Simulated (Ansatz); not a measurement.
**What a trial cell of Zr relaxes into**

All numbers below come from DFT PBE, scalar-relativistic, plane waves, PAW in Ansatz. Cutoff 420 eV, Γ-centred k mesh, Gaussian smearing, no spin polarisation in the final step.

The start puts Zr on the dhcp structure type (P6_3/mmc, No. 194), at a guessed volume.

```
Zr
1.0
     3.30217    0.00000    0.00000
    -1.65108    2.85976    0.00000
     0.00000    0.00000   10.65014
Zr
4
Direct
  0.00000 0.00000 0.00000
  0.00000 0.00000 0.50000
  0.33333 0.66667 0.75000
  0.66667 0.33333 0.25000
```

Cell and atoms relax at zero pressure; the relaxation can't lower the symmetry of the start. After a coarse first stage the cell is made exact in the group found at 0.06 Å.

Energies count from the standard state of Zr at the same level.

Q: Describe the relaxed structure.

A: It keeps P6_3/mmc (No. 194). The result has the dhcp structure. Conventional cell: a = 3.222 Å, c = 10.417 Å. Around Zr on Wyckoff site a (2 atoms of the primitive cell) lie 12 Zr at 3.20–3.22 Å; Zr on Wyckoff site d (2 atoms of the primitive cell) is coordinated by 12 Zr at 3.20–3.22 Å.

```
Zr
1.0
     3.22155    0.00000    0.00000
    -1.61078    2.78995    0.00000
     0.00000    0.00000   10.41672
Zr
4
Direct
  0.00000 0.00000 0.00000
  0.00000 0.00000 0.50000
  0.33333 0.66667 0.75000
  0.66667 0.33333 0.25000
```

Q: What are its volume, energy, density and gap?

A: The volume per atom is 23.41 Å³, the density is 6.47 g/cm³ and the energy over the standard structure is 0.05 eV/atom. The gap on the 15×15×4 mesh is 0 eV (a metal).

The final run used a 15×15×4 mesh on its 4-atom cell and 0.10 eV smearing. The k mesh leaves about 4 meV/atom of noise in metals. Symmetry constrained the relaxation, so the result can be a saddle point.